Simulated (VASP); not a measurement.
# GaP (F-43m) in VASP: further runs, part 2 of 2

VASP 6.6.1. The steps go on from the part before.

## (4) Single point, HSE06

POSCAR

```
GaP
1.0
    0.0000000000      2.7252500000      2.7252500000
    2.7252500000      0.0000000000      2.7252500000
    2.7252500000      2.7252500000      0.0000000000
Ga P
1 1
Direct
    0.0000000000      0.0000000000      0.0000000000
    0.7500000000      0.7500000000      0.7500000000
```

INCAR.step1

```
PREC     = Accurate       # precision mode
ENCUT    = 350            # plane-wave cutoff, eV
EDIFF    = 1E-5           # SCF threshold, eV
ISMEAR   = 0              # smearing method
SIGMA    = 0.01           # smearing width, eV
LREAL    = False          # projectors in reciprocal space
LASPH    = True           # aspherical terms in the spheres
NELM     = 100            # most SCF steps
ALGO     = Normal         # electronic algorithm
ISIF     = 2              # what is computed and relaxed
LWAVE    = True           # write WAVECAR
LCHARG   = False          # write CHGCAR
NKRED    = 1            
NBANDS   = 17             # bands
GGA      = PE             # functional
```

INCAR.step2

```
PREC     = Accurate       # precision mode
ENCUT    = 350            # plane-wave cutoff, eV
EDIFF    = 1E-6           # SCF threshold, eV
ISMEAR   = 0              # smearing method
SIGMA    = 0.01           # smearing width, eV
LREAL    = False          # projectors in reciprocal space
LASPH    = True           # aspherical terms in the spheres
NELM     = 100            # most SCF steps
ALGO     = Normal         # electronic algorithm
ISIF     = 2              # what is computed and relaxed
LWAVE    = False          # write WAVECAR
LCHARG   = False          # write CHGCAR
GGA      = PE             # functional
LHFCALC  = True           # exact exchange
HFSCREEN = 0.2            # screening, 1/A
PRECFOCK = Fast         
NKRED    = 1            
NBANDS   = 17             # bands
ISTART   = 1
```

KPOINTS

```
regular mesh
0
Gamma
  7 7 7
```

Potentials or basis: VASP PAW PBE potentials, release 64 (Ga_d, P).

The run is started by

```console
cat potpaw_PBE.64/Ga_d/POTCAR potpaw_PBE.64/P/POTCAR > POTCAR
cp INCAR.step1 INCAR
mpirun -np 1 vasp_std > vasp.out
cp INCAR.step2 INCAR
mpirun -np 1 vasp_std > vasp.out
```

OUTCAR:

```text
PREC = Accurate
   ENCUT = 350
   EDIFF = 1E-6
   ISMEAR = 0
   LREAL = False
   LASPH = True
   NELM = 100
   ISIF = 2
   GGA = PE
   LHFCALC = True
   HFSCREEN = 0.2
   PRECFOCK = Fast
   NKRED = 1
   ISTART = 1

 Found     20 irreducible k-points:

 Following reciprocal coordinates:
            Coordinates               Weight
  0.000000  0.000000  0.000000      1.000000
  0.142857  0.000000  0.000000      8.000000
  0.285714  0.000000  0.000000      8.000000
  0.428571  0.000000  0.000000      8.000000
  0.142857  0.142857  0.000000      6.000000
  0.285714  0.142857  0.000000     24.000000
   k-points           NKPTS =     20   k-points in BZ     NKDIM =    343   number of bands    NBANDS=     17
   number of dos      NEDOS =    301   number of ions     NIONS =      2
   total plane-waves  NPLWV =  13824
   dimension x,y,z NGX =    24 NGY =   24 NGZ =   24
   dimension x,y,z NGXF=    48 NGYF=   48 NGZF=   48
   ions per type =               1   1
   NGX,Y,Z   is equivalent  to a cutoff of  10.35, 10.35, 10.35 a.u.
   NGXF,Y,Z  is equivalent  to a cutoff of  20.70, 20.70, 20.70 a.u.
 SYSTEM =  unknown system
   PREC   = accura    normal or accurate (medium, high low for compatibility)
   ISTART =      1    job   : 0-new  1-cont  2-samecut
   ICHARG =      0    charge: 1-file 2-atom 10-const
   ISPIN  =      1    spin polarized calculation?
   LNONCOLLINEAR =      F non collinear calculations
   LSORBIT =      F    spin-orbit coupling
   LASPH  =      T    aspherical Exc in radial PAW
   ENCUT  =  350.0 eV  25.72 Ry    5.07 a.u.   5.88  5.88  5.88*2*pi/ulx,y,z
   NELM   =    100;   NELMIN=  2; NELMDL=  0     # of ELM steps
   EDIFF  = 0.1E-05   stopping-criterion for ELM
   LREAL  =      F    real-space projection
   EDIFFG = 0.1E-04   stopping-criterion for IOM
   NSW    =      0    number of steps for IOM
   IBRION =     -1    ionic relax: 0-MD 1-quasi-New 2-CG
   NFREE  =      0    steps in history (QN), initial steepest desc. (CG)
   ISIF   =      2    stress and relaxation
   ISYM   =      3    0-nonsym 1-usesym 2-fastsym
   POTIM  = 0.5000    time-step for ionic-motion
   TEBEG  =    0.0;   TEEND  =   0.0 temperature during run
   PSTRESS=    0.0 pullay stress
   NELECT =      18.0000    total number of electrons
   NUPDOWN=      -1.0000    fix difference up-down
   EMIN   =  10.00;   EMAX   =-10.00  energy-range for DOS
   EFERMI =   0.00;   METHOD = LEGACY
   ISMEAR =     0;   SIGMA  =   0.01  broadening in eV -4-tet -1-fermi 0-gaus
   EFERMI_NEDOS =   21; number of points for ismear=-14 and -15
   IALGO  =     38    algorithm
   IMIX   =      1    mixing-type and parameters
     AMIX     =   0.40;   BMIX     =  1.00
     AMIX_MAG =   1.60;   BMIX_MAG =  1.00
  volume/ion in A,a.u.               =      20.24       136.59
  Fermi-wavevector in a.u.,A,eV,Ry     =   1.249538  2.361284 21.243377  1.561344
  Thomas-Fermi vector in A             =   2.383574
   LORBIT       =      0    0 simple, 1 ext, 2 COOP (PROOUT), +10 PAW based schemes
   GGA     = PE    functional components
   LHFCALC =     T    Hartree Fock is set to
   PRECFOCK=fast      Normal, Fast or Accurate (Low or Medium for compatibility)
   ENCUT4O =  -1.0   cutoff for four orbital integrals eV
   NKREDX  =     1    reduce k-point grid by
   NKREDY  =     1    reduce k-point grid by
   NKREDZ  =     1    reduce k-point grid by
   AEXX    =    0.2500 exact exchange contribution
   HFSCREEN=    0.2000 screening length (either q_TF or 0.3 A-1)
   HFSCREENC=   0.2000 screening length for correlation (either q_TF or 0.3 A-1)
   ENCUTFOCK=  -1.0 apply spherical cutoff to Coloumb kernel
   IVDW    =     0    specifies the selected vdW correction
   LEPSILON=     F    determine dielectric tensor
   LRPA    =     F    only Hartree local field effects (RPA)
 non-spin polarized calculation
 Gauss-broadening in eV      SIGMA  =   0.01
  energy-cutoff  :      350.00
  volume of cell :       40.48
 maximum number of plane-waves:       612
  NGX = 14; NGY = 14; NGZ = 14

 number of electron      17.9999982 magnetization

 Free energy of the ion-electron system (eV)
  ---------------------------------------------------
  ext. energy  EPLUGINS =         0.00000000
  ---------------------------------------------------
  free energy    TOTEN  =       -10.81370306 eV

  energy without entropy =      -10.81370306  energy(sigma->0) =      -10.81370306

 E-fermi :   4.3069     XC(G=0):  -8.1452

 val. band max:        4.2050343401   @ k =   0.0000   0.0000   0.0000
 cond. band min:       6.4811633696   @ k =   0.4286   0.4286   0.0000
 fundamental gap:      2.2761290295
 Fermi energy:         4.3069250169

 k-point     1 :       0.0000    0.0000    0.0000
  band No.  band energies     occupation
      1     -12.8437      2.00000
      2     -12.8437      2.00000
      3     -12.8437      2.00000
      4     -12.7427      2.00000
      5     -12.7427      2.00000
      6      -9.5862      2.00000
[... 9 lines left out ...]
     16      15.1308      0.00000
     17      17.7728      0.00000

 k-point     2 :       0.1429    0.0000    0.0000
  band No.  band energies     occupation
      1     -12.8549      2.00000
      2     -12.8381      2.00000
      3     -12.8381      2.00000
      4     -12.7426      2.00000
      5     -12.7426      2.00000
      6      -9.3042      2.00000
[... 9 lines left out ...]
     16      15.2126      0.00000
     17      17.0220      0.00000

 k-point     3 :       0.2857    0.0000    0.0000
  band No.  band energies     occupation
      1     -12.8797      2.00000
      2     -12.8274      2.00000
      3     -12.8274      2.00000
      4     -12.7412      2.00000
      5     -12.7411      2.00000
      6      -8.5167      2.00000
[... 9 lines left out ...]
     16      15.0138      0.00000
     17      19.3945      0.00000

 k-point     4 :       0.4286    0.0000    0.0000
  band No.  band energies     occupation
      1     -12.8986      2.00000
      2     -12.8208      2.00000
      3     -12.8208      2.00000
      4     -12.7378      2.00000
      5     -12.7378      2.00000
      6      -7.5568      2.00000
[... 9 lines left out ...]
     16      16.4231      0.00000
     17      20.0240      0.00000

 k-point     5 :       0.1429    0.1429    0.0000
  band No.  band energies     occupation
      1     -12.8641      2.00000
      2     -12.8328      2.00000
      3     -12.8328      2.00000
      4     -12.7473      2.00000
      5     -12.7390      2.00000
      6      -9.2099      2.00000
[... 9 lines left out ...]
     16      15.7689      0.00000
     17      18.5290      0.00000

 k-point     6 :       0.2857    0.1429    0.0000
  band No.  band energies     occupation
      1     -12.8839      2.00000
      2     -12.8237      2.00000
      3     -12.8213      2.00000
      4     -12.7504      2.00000
      5     -12.7360      2.00000
      6      -8.5852      2.00000
[... 9 lines left out ...]
     16      16.7266      0.00000
     17      18.8301      0.00000

 [... further k-points ...]
[... 5 lines left out ...]
  --------------------------------------------------------------------------------------
  -------------------------------------------------------------------------------------
  Total        0.0861561      0.0861561      0.0861561      0.0000000     -0.0000000     -0.0000000
  in kB        3.4099473      3.4099473      3.4099473      0.0000000     -0.0000000     -0.0000000
  external PRESSURE =       3.4099473 kB  Pullay stress =       0.0000000 kB

 VOLUME and BASIS-vectors are now :
 -----------------------------------------------------------------------------
  energy-cutoff  :      350.00
  volume of cell :       40.48
      direct lattice vectors                 reciprocal lattice vectors
     0.000000000  2.725250000  2.725250000    -0.183469406  0.183469406  0.183469406
     2.725250000  0.000000000  2.725250000     0.183469406 -0.183469406  0.183469406
     2.725250000  2.725250000  0.000000000     0.183469406  0.183469406 -0.183469406

 POSITION                                       TOTAL-FORCE (eV/Angst)
 -----------------------------------------------------------------------------------
      0.00000      0.00000      0.00000         0.000000     -0.000000      0.000000
      4.08788      4.08788      4.08788        -0.000000      0.000000     -0.000000
 -----------------------------------------------------------------------------------
    total drift:                               -0.000024     -0.000018     -0.000012

  FREE ENERGIE OF THE ION-ELECTRON SYSTEM (eV)
  ---------------------------------------------------
  free  energy   TOTEN  =       -10.8137030588 eV

  energy  without entropy=      -10.8137030588  energy(sigma->0) =      -10.81370306
```

Run time: 17 min. Hardware: 1 thread of Intel Xeon Platinum 8259CL at 2.50GHz (Skylake/Cascade Lake), shared host; peak memory 0.25 GiB.

These settings aren't checked as converged: the numbers below hold their error.

Results:

- Free energy: -10.8137 eV
- Pressure: 0.3 GPa
- Band gap on the k mesh: 2.28 eV, indirect (least direct gap 2.81 eV)

Caveat: the cutoff is under 1.25 times the usual one of these potentials, so pressure, stress and relaxed cells hold a basis-set (Pulay) error; the PAW data sets were made with another functional, which shifts forces and pressure a little; an odd mesh through Γ misses points on the zone boundary, where band edges often lie.

## (5) Single point, HSE06

POSCAR is that of step 4.

Changes to INCAR.step1 since step 4:

```diff
@@ -1,3 +1,3 @@
 PREC     = Accurate       # precision mode
-ENCUT    = 350            # plane-wave cutoff, eV
+ENCUT    = 250            # plane-wave cutoff, eV
 EDIFF    = 1E-5           # SCF threshold, eV
```

Changes to INCAR.step2 since step 4:

```diff
@@ -1,3 +1,3 @@
 PREC     = Accurate       # precision mode
-ENCUT    = 350            # plane-wave cutoff, eV
+ENCUT    = 250            # plane-wave cutoff, eV
 EDIFF    = 1E-6           # SCF threshold, eV
```

KPOINTS

```
regular mesh
0
Gamma
  3 3 3
```

The run is started by

```console
cat potpaw_PBE.64/Ga_d/POTCAR potpaw_PBE.64/P/POTCAR > POTCAR
cp INCAR.step1 INCAR
mpirun -np 1 vasp_std > vasp.out
cp INCAR.step2 INCAR
mpirun -np 1 vasp_std > vasp.out
```

It took 23 s on 1 thread of Intel Xeon Platinum 8259CL at 2.50GHz (Skylake/Cascade Lake), shared host; peak memory 0.22 GiB.

The run converged, but a check on its numbers failed (symmetry, net force, bounds or a known fault of this set-up), so they aren't taken as properties of the crystal.

Caveat: the k mesh is coarse (spacing up to 0.67 Å⁻¹), so the values aren't converged, least of all with exact exchange; the cutoff lies under the usual one of these potentials, so the numbers hold a large basis-set error; the PAW data sets were made with another functional, which shifts forces and pressure a little; an odd mesh through Γ misses points on the zone boundary, where band edges often lie.
